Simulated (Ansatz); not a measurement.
# RbBr (Fm-3m) in Ansatz: further runs

One crystal, RbBr, is run at these levels: HSE06 form with a typed share of exact exchange; tasks: single point.

Program: Ansatz 0.2.0. These are calculated values, not measurements. Logs are shortened: lines on timing, memory, paths and dates and some standing lists are left out, and cuts for length are marked.

## (1) Starting point

Symmetry: Fm-3m, No. 225, cubic system. The conventional cell has a = 6.854 Å, b = 6.854 Å, c = 6.854 Å, α = 90.00°, β = 90.00°, γ = 90.00°. Rb (site symmetry m-3m) has 6 Br at 3.43 Å as nearest neighbours. Br (site symmetry m-3m) has 6 Rb at 3.43 Å as nearest neighbours.

## (2) Single point, HSE06 form with a typed share of exact exchange

Input file input:

```
crystal:
  lattice:
    - [0.0, 3.427, 3.427]
    - [3.427, 0.0, 3.427]
    - [3.427, 3.427, 0.0]
  atoms:
    - { symbol: Rb, position: [0.0, 0.0, 0.0] }
    - { symbol: Br, position: [0.5, 0.5, 0.5] }
hamiltonian:
  xc: { exchange: pbe, correlation: pbe, exx: { coeff: 0.25, omega: 0.1 } }
  pseudopotentials: { kind: paw }
kpoints:
  mp_grid: { grid: [4, 4, 4] }
scf:
  occupations: { method: fermi_dirac, width: 0.05 }
output:
  forces: true
  stress: true
  eigenvalues: true
```

Potentials or basis: Ansatz PAW.

The log of the run:

```text
Warning: output.stress: scf.convergence.dr2_threshold = 1e-7 eV (the SCF's general default) is looser than the 2e-10 eV advised for a printed stress (1e-10 eV for each atom of the cell: 2). What an SCF threshold leaves in a stress goes as its square root, and in the free energy as the threshold itself, and one threshold admits the most on a small cell: of the crystals measured, under no hybrid functional and no lock of the moments, on runs that ended without the residual-converged pass, on stresses that held no estimate of that error, the worst erred by over 100 MPa in a component at 1e-7 eV an atom and by under 5 at 1e-10. Set scf.convergence.dr2_threshold to 2e-10 eV or tighter. The threshold is an SCF's pass mark: one that does not reach it within its budget of iterations ends unconverged, or closes short of it on a stop that the run arms, and scf.convergence.dr2_threshold's page says what that costs each kind of run
Warning: output.stress: scf.exx.energy_threshold = 1e-6 eV is looser than the 2e-8 eV advised for a stress under a hybrid functional (1e-8 eV for each atom of the cell: 2). Every SCF of the exchange loop can meet its threshold on dr2 while the loop round them stops early: no threshold on dr2 bounds what that leaves in the stress. Set scf.exx.energy_threshold to 2e-8 eV or tighter. The threshold is the loop's pass mark: a loop that does not reach it within its budget of cycles ends unconverged, and scf.exx.energy_threshold's page has the law
exact exchange: scf.exx.singularity resolves to wigner_seitz, which cuts the screened interaction at the faces of the exchange supercell's Wigner-Seitz cell, so that each pair interacts once, at the shortest of its separations (the periodic images that this leaves out come, for a point-like exchange hole, to about 0.014 eV on a filled level). The cut falls within the interaction's reach, and what an exchange supercell this small leaves in the energy, the band gaps and, where it is computed, the pressure is not bounded here. The exchange supercell (the smallest cell that an SCF of this deck is solved on times the 4×4×4 mesh of the exchange sum) has its nearest image at L = 19.39 Å, 1.94 times the interaction's range 1/ω = 10.00 Å. A denser mesh of the exchange sum (kpoints.mp_grid; where a k-mesh is refused, the cell repeated along its short axes), shrinks what is left. The k-mesh (kpoints.mp_grid) can leave an error of its own, as it does under a semilocal functional: two runs of this structure under PBE, one on that k-mesh and one on a denser one or on the cell repeated (per cell), show about how large it is in the energy; in a metal the hybrid's can be larger than they show. Converge the k-mesh under the hybrid itself. See scf.exx.q_mesh
GPUs: using 1 of 1 available (devices: 1).
Engine: ansatz 0.2.0, x86_64-unknown-linux-gnu
Pseudopotentials: kind: paw
Pseudopotential: Rb, paw, valence charge 9, recommended cutoff 420 eV (normal), Rb.paw.azcp
Pseudopotential: Br, paw, valence charge 7, recommended cutoff 420 eV (normal), Br.paw.azcp
Functional definition: unnamed
  parameter a_1 = 0.25
  parameter omega_1 = 0.1/angstrom
  exchange = pbe_x + (-a_1)*pbe_x_sr(omega_1) + a_1*exact_x_sr(omega_1)
  correlation = pbe_c
device memory: the entry about to start is reckoned to put 0.7 GiB on a device that reports 66.8 GiB free (of which the cap on the GPU budget leaves the run 18.0 GiB)
GPU FFT provider: cuFFT
GPU libraries: cuBLAS 13.8.2, cuFFT 12.4.0, cuSOLVER 12.3.4
Crystal: 2 atoms, lattice volume = 80.496 Å³
Basis set: ecut = 420 eV, 1591 PW (Γ), exchange–correlation on 72×72×72 points (8 copies of the dense FFT grid, shifted against one another)
Bands: 12, of which v1, the nominal top of the filled ones, is band 8 counted from 1 (7 counted from 0)
Symmetry: 48 space group operations
Space group: Fm-3m (ITA 225), of the structure as read, at distance tolerance 4.3e-5 Å
k-points: 8 of 64
Non-local potential: Rb, projectors of the file, l = 0: 3, l = 1: 2, l = 2: 2
Non-local potential: Br, projectors of the file, l = 0: 2, l = 1: 2, l = 2: 2
PAW form: soft (Blöchl's): semilocal exchange-correlation on the pseudo side does not see the compensation charge
PAW frozen core: Rb, regenerated for the run's functional, and the local potential with it (the file was generated under x = pbe(κ = 0.804, μ = 0.2195149727645171), c = pbe(β = 0.06672455060314922))
PAW frozen core: Br, regenerated for the run's functional, and the local potential with it (the file was generated under x = pbe(κ = 0.804, μ = 0.2195149727645171), c = pbe(β = 0.06672455060314922))
PAW one-centre angular grid: Rb, 110 points (default); XC on 64 Gauss nodes
PAW one-centre angular grid: Br, 110 points (default); XC on 64 Gauss nodes
Initial density: superposition of atomic densities (neutral atoms: chi_scale 0, normalization atom), corrected by the library's trained network
Initial wavefunctions: pseudopotential atomic-orbital guess
GPU buffer pool allocated for 46656 grid points (all kernels)
GPU transforms: local potential and band sums: pruned to the plane-wave sphere, on 36×36×36
Functional: x = pbe(κ = 0.804, μ = 0.2195149727645171), c = pbe(β = 0.06672455060314922), warm-up for x = pbe(κ = 0.804, μ = 0.2195149727645171) + 0.25 (exact − pbe) at short range (hse, ω = 0.1 Å⁻¹), c = pbe(β = 0.06672455060314922)
SCF iter   1: F=—  HF=-6054.049021 eV  |F-HF|=—  |Δ(HF+E_count)|=         —  Δρ=1.39e-3  dr2=2.16e-3  ethr=1.77e-3  ⟨swp⟩=10.8  Hψ=497  notcnv=0
preconditioner: auto → none  [insulator: Δε(μ)=4.331 eV  Ē_g=13.319 eV  σ=0.050 eV  W_gap=1.00  n_scr=14 (ndim 8)  ℏωp=15.5 eV  f_vac=0.082  D(μ)=0.00/eV (n_scr^D=0)]
iter 2 solved again at ethr=3.17e-7 eV; its pass at ethr=1.35e-5 eV (dr2=5.07e-5 eV) is discarded
SCF iter   2: F=-6054.048632 eV  HF=-6054.048649 eV  |F-HF|=1.73e-5  |Δ(HF+E_count)|=   3.72e-4  Δρ=2.73e-4  dr2=5.27e-5  ethr=3.17e-7  ⟨swp⟩=3.4  Hψ=488  notcnv=0
SCF 1 stopped early in 2 iterations: F = -6054.048632 eV  dr2 = 5.27e-5
device memory: the entry about to start is reckoned to put 1.3 GiB on a device that reports 66.8 GiB free (of which the cap on the GPU budget leaves the run 18.0 GiB)
GPU FFT provider: cuFFT
GPU libraries: cuBLAS 13.8.2, cuFFT 12.4.0, cuSOLVER 12.3.4
Initial density: handed on by an earlier stage of this run
Initial wavefunctions: those handed on with the density
GPU buffer pool allocated for 46656 grid points (all kernels)
GPU transforms: local potential and band sums: pruned to the plane-wave sphere, on 36×36×36
Functional: x = pbe(κ = 0.804, μ = 0.2195149727645171) + 0.25 (exact − pbe) at short range (hse, ω = 0.1 Å⁻¹), c = pbe(β = 0.06672455060314922)
Exchange kernel: α = 0.2500, screened, ω = 0.1000 Å⁻¹, Wigner–Seitz truncation, v(0) = 3526.3948 eV·Å³, q-mesh 4×4×4, nearest image of the exchange supercell L = 19.39 Å, pair-density grid 18×18×18, without the augmentation charges, whose exchange is taken in its separable form by FFT convolution over the k-point mesh (sized by the pseudopotential files, 27×27×27 at the most), smooth part of the exact exchange by density-matrix convolution in up to 1.52 GiB of GPU memory as planned if the GPU has room (build and FFT work areas not counted)
Frozen-core exchange: fock
SCF iter   1: F=—  HF=-6058.607963 eV  |F-HF|=—  |Δ(HF+E_count)|=         —  Δρ=2.50e-3  dr2=4.71e-3  ethr=3.30e-6  ⟨swp⟩=8.4  Hψ=486  notcnv=0
preconditioner: auto → none  [insulator: Δε(μ)=5.877 eV  Ē_g=15.375 eV  σ=0.050 eV  W_gap=1.00  n_scr=14 (ndim 8)  ℏωp=15.5 eV  f_vac=0.081  D(μ)=0.00/eV (n_scr^D=0)]
SCF iter   2: F=—  HF=-6058.606523 eV  |F-HF|=—  |Δ(HF+E_count)|=   1.44e-3  Δρ=1.12e-3  dr2=8.16e-4  ethr=3.30e-6  ⟨swp⟩=3.0  Hψ=210  notcnv=0
SCF iter   3: F=—  HF=-6058.608637 eV  |F-HF|=—  |Δ(HF+E_count)|=   2.11e-3  Δρ=4.12e-4  dr2=1.88e-4  ethr=3.30e-6  ⟨swp⟩=3.4  Hψ=219  notcnv=0
SCF iter   4: F=—  HF=-6058.608583 eV  |F-HF|=—  |Δ(HF+E_count)|=   5.43e-5  Δρ=3.64e-5  dr2=3.52e-6  ethr=1.11e-6  ⟨swp⟩=3.0  Hψ=183  notcnv=0
SCF iter   5: F=-6058.608608 eV  HF=-6058.608608 eV  |F-HF|=4.91e-7  |Δ(HF+E_count)|=   2.53e-5  Δρ=2.61e-5  dr2=1.18e-6  ethr=5.57e-9  ⟨swp⟩=4.9  Hψ=324  notcnv=0
SCF 2 stopped early in 5 iterations: F = -6058.608608 eV  dr2 = 1.18e-6
hybrid outer 1: dexx = +2.835e-3 eV, tail = 1.04e-5 eV
GPU FFT provider: cuFFT
GPU libraries: cuBLAS 13.8.2, cuFFT 12.4.0, cuSOLVER 12.3.4
GPU buffer pool allocated for 46656 grid points (all kernels)
GPU transforms: local potential and band sums: pruned to the plane-wave sphere, on 36×36×36
Exchange kernel: α = 0.2500, screened, ω = 0.1000 Å⁻¹, Wigner–Seitz truncation, v(0) = 3526.3948 eV·Å³, q-mesh 4×4×4, nearest image of the exchange supercell L = 19.39 Å, pair-density grid 18×18×18, without the augmentation charges, whose exchange is taken in its separable form by FFT convolution over the k-point mesh (sized by the pseudopotential files, 27×27×27 at the most), smooth part of the exact exchange by density-matrix convolution in up to 1.52 GiB of GPU memory as planned if the GPU has room (build and FFT work areas not counted)
Frozen-core exchange: fock
SCF iter   1: F=—  HF=-6058.608878 eV  |F-HF|=—  |Δ(HF+E_count)|=         —  Δρ=2.23e-5  dr2=1.32e-7  ethr=3.26e-7  ⟨swp⟩=4.5  Hψ=254  notcnv=0
preconditioner: auto → none  [insulator: Δε(μ)=5.867 eV  Ē_g=15.374 eV  σ=0.050 eV  W_gap=1.00  n_scr=14 (ndim 8)  ℏωp=15.5 eV  f_vac=0.087  D(μ)=0.00/eV (n_scr^D=0)]
SCF iter   2: F=—  HF=-6058.608878 eV  |F-HF|=—  |Δ(HF+E_count)|=   2.21e-9  Δρ=8.61e-6  dr2=2.19e-8  ethr=8.09e-10  ⟨swp⟩=3.0  Hψ=216  notcnv=0
SCF iter   3: F=-6058.608878 eV  HF=-6058.608879 eV  |F-HF|=5.71e-9  |Δ(HF+E_count)|=   6.04e-9  Δρ=2.70e-6  dr2=1.03e-8  ethr=1.18e-10  ⟨swp⟩=3.5  Hψ=222  notcnv=0
SCF 3 converged in 3 iterations: F = -6058.608878 eV  dr2 = 1.03e-8
  Residual-converged pass: ⟨swp⟩=3.4  Hψ=219  notcnv=0  max |occ|·‖R‖ = 1.4e-6 eV (tolerance 2.4e-6 eV)  dr2=1.03e-8  dr2_onsite=3.51e-10  max |Δocc| = 0.0e0
hybrid outer 2: dexx = +1.424e-7 eV, tail = 2.51e-8 eV, Δε = 1.46e-3 eV (about 6.80e-5 eV left of the loop's levels)
hybrid SCF converged: 2 outer / 8 inner (+2 warm-up), last move |dexx| = 1.42e-7 eV, tail = 2.51e-8 eV
Stability not checked: this state was not tested for a lower state beside it, because the functional holds exact exchange (a hybrid, or Hartree-Fock), whose exchange loop this test does not read (fock_operator; see scf.lower_state_search)
Free energy (F): -6058.608879 eV
Frozen-core exchange: fock
Harris-Foulkes:  -6058.608879 eV  (|F-HF|=5.71e-9)
Internal energy: -6058.608879 eV  (E = F + TS)
E sigma→0 (E₀):  -6058.608879 eV
Fermi energy:    3.139560 eV
--- Per-component energies (eV) ---
  E_band       = -132.996985
  E_kinetic    = 327.344215
  E_local      = -798.413252  (includes V_loc(G=0)·N_el)
  E_nonlocal   = 242.417888
  E_hartree    = 206.353251
  E_xc         = -309.053802
  E_vxc        = -190.461854  (∫ρ·V_xc dr)
  E_exx        = -36.703523  (= α·E_x^exact, valence–valence)
  E_paw        = -4919.480010  (= ΣΔE_a)
  E_vpaw       = -53.181787  (= ΣTr[D̂ρ^β])
  E_aug_tail   = -0.000001  (compensation charges beyond the density's cutoff)
  E_ewald      = -770.339449
  E_core_change = -0.734196  (= ΣΔE_core)
  E_smearing   = -0.000000  (= −TS)
  E_closure    = -0.000001  (closes the sum)
  Σ components = -6058.608879   (vs F -6058.608879, Δ=-9.09e-13)
--- Forces (eV/Å), atoms counted from 1 ---
  atom   1  Rb     0.00000000     0.00000000     0.00000000
  atom   2  Br     0.00000000    -0.00000000     0.00000000
  max |Σ_I F_I| component: 5.32e-30 eV/Å
--- Stress (GPa, compression-positive) ---
        0.752336      -0.000000       0.000000
        0.000000       0.752336       0.000000
        0.000000       0.000000       0.752336
  P = ⅓ Tr σ = 0.7523 GPa (7.523 kbar)
--- Band table (eV; the first three rows and the last of 8) ---
  k-point 0: bands = ["-25.9797", "-13.0483", "-8.8752", "-8.8752", "-8.8752", "0.1653", "0.1653", "0.1653", "6.0320", "9.0725", "9.0725", "9.0725"]
  k-point 1: bands = ["-25.9745", "-13.0694", "-8.8775", "-8.8775", "-8.8434", "-0.4129", "-0.0292", "-0.0292", "7.3255", "8.8872", "9.8309", "9.8309"]
  k-point 2: bands = ["-25.9692", "-13.0901", "-8.8796", "-8.8796", "-8.8118", "-0.8761", "-0.2103", "-0.2103", "8.4750", "9.5078", "11.4533", "11.4533"]
  k-point 7: bands = ["-25.9662", "-13.0155", "-9.0110", "-9.0110", "-8.8495", "-0.3563", "-0.2093", "-0.2093", "8.8017", "8.8017", "10.1210", "10.5599"]
```

It took 40 s on 1 × NVIDIA H100 80GB HBM3 with 2 threads of AMD EPYC 7R13 (Zen 3), shared host; peak memory 1.5 GiB.

Results:

```
Free energy            : -6058.6089 eV
Pressure               : 0.8 GPa
Band gap on the k mesh : 5.87 eV, direct
```

Levels at points of the mesh, in eV from the valence-band top:
```
             k point  band 6  band 7  band 8  band 9  band 10  band 11
  (0.00, 0.00, 0.00)    0.00    0.00    0.00    5.87     8.91     8.91
 (0.00, 0.00, -0.50)   -1.04   -0.38   -0.38    8.31     9.34    11.29
(0.00, -0.50, -0.50)   -0.51   -0.17   -0.17    7.10     8.78    10.79
```

Caveat: the PAW data sets come from PBE, with cores solved anew for the run's functional, which leaves a small shift of forces and pressure; the thresholds are loose for stress.

[end of part 1 of 2]
